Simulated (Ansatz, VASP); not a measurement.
One calculation of PbS, two programs

INCAR

```
SYSTEM = PbS
ALGO = Normal ; EDIFF = 1E-8
ENCUT = 520 ; GGA = PE
ISIF = 2 ; ISMEAR = -1
LASPH = .True. ; LCHARG = .False.
LEFG = .True. ; LREAL = .False.
LWAVE = .False. ; NBANDS = 17
NELM = 60 ; PREC = Accurate
SIGMA = 0.01
```

KPOINTS

```
k-points
0
Gamma
  8 8 8
  0 0 0
```

The input POSCAR:

```
PbS
1.0
    0.0593000000      2.9946500000      2.9946500000
    2.9946500000      0.0593000000      2.9946500000
    2.9946500000      2.9946500000      0.0593000000
Pb S
1 1
Direct
    0.0000000000      0.0000000000      0.0000000000
    0.5000000000      0.5000000000      0.5000000000
```

Input for Ansatz:

```yaml
crystal:
  lattice:
    - [0.0593, 2.99465, 2.99465]
    - [2.99465, 0.0593, 2.99465]
    - [2.99465, 2.99465, 0.0593]
  atoms:
    - { symbol: Pb, position: [0.0, 0.0, 0.0] }
    - { symbol: S, position: [0.5, 0.5, 0.5] }
kpoints:
  mp_grid: { grid: [8, 8, 8] }
scf:
  occupations: { method: fermi_dirac, width: 0.01 }
hamiltonian:
  xc: pbe
  pseudopotentials: { kind: all_electron, datasets: crystal }
output:
  forces: true
  stress: true
  eigenvalues: true
  efg: { contact_densities: true }
```

Change from the starting cell: equal xy, yz and zx shear strains of +2 %, crystal datasets.

Alike in both runs: task electric field gradients; functional PBE; k mesh 8 × 8 × 8; occupations fermi-dirac, width 0.01 eV; no spin polarisation.

|  | VASP | Ansatz |
| --- | --- | --- |
| version | VASP 6.6.1 | Ansatz 0.2.0 |
| potentials or method | VASP PAW PBE potentials, release 64 (Pb_d, S) | all-electron PAW with datasets made for the crystal, scalar-relativistic |
| plane-wave cutoff (eV) | 520 | see its input |

Ansatz gave:

| Item | Value |
| --- | --- |
| pressure (GPa) | 2.3 |
| largest component of the traceless stress (GPa) | 0.41 |
| Vzz of the field gradient on the site that differs most (V/Å²) | -8.7 |

Problem. Which values does VASP return?

Solution. Pressure (GPa): 2.2; largest component of the traceless stress (GPa): 0.41; Vzz of the field gradient on the site that differs most (V/Å²): -4.4.

Ansatz ran all-electron here, so the differences hold the error of VASP's frozen core and of both bases. Ansatz warned: «gradients_without_spin_orbit».

Caveats: spin-orbit coupling is left out, which as a rule narrows the gap of such compounds by several tenths of an eV.
